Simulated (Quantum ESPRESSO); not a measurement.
## Fitting the r2SCAN energy curve of ZrC

```cif
data_structure
_symmetry_space_group_name_H-M 'P 1'
_symmetry_Int_Tables_number 1
_cell_length_a 3.3446
_cell_length_b 3.3446
_cell_length_c 3.3446
_cell_angle_alpha 60.000
_cell_angle_beta 60.000
_cell_angle_gamma 60.000
_cell_volume 26.46
loop_
_atom_site_label
_atom_site_type_symbol
_atom_site_fract_x
_atom_site_fract_y
_atom_site_fract_z
_atom_site_occupancy
Zr1 Zr 0.50000 0.50000 0.50000 1
C1 C 0.00000 0.00000 0.00000 1
```

The cell was scaled at fixed shape and fractions and run with Quantum ESPRESSO, SG15 PBE 1.2, cutoff 1197 eV; r2SCAN, k mesh 8 × 8 × 8 on the cell of 2 atoms, fermi-dirac occupations of 0.05 eV, no spin polarisation, no spin-orbit coupling. The potentials were made for PBE. Energies are those that the program minimises, any entropy of the smearing included. For a metal such a mesh isn't converged to the digits shown.

| V (Å³/atom) | energy over the lowest row (meV/atom) |
| --- | --- |
| 12.4343 | 23.10 |
| 12.6989 | 7.13 |
| 12.9634 | 0.00 |
| 13.2280 | ? |
| 13.4925 | 8.91 |
| 13.7571 | 23.49 |
| 14.0217 | 43.97 |

Fit the third-order Birch-Murnaghan form, give V0, B0 and B′, and predict the energy left open.

With y = (V0/V)^(2/3), E = E0 + (9 V0 B0/16) [(y - 1)³ B′ + (y - 1)² (6 - 4y)]. Least squares through the rows shown give V0 = 13.0651 Å³/atom, E0 = -0.57 meV, B0 = 229.4 GPa (1 eV/Å³ = 160.218 GPa) and B′ = 4.01, with a largest miss of 0.01 meV. At V = 13.2280 the form with these constants gives 0.85 meV; the run gave 0.85 meV an atom.
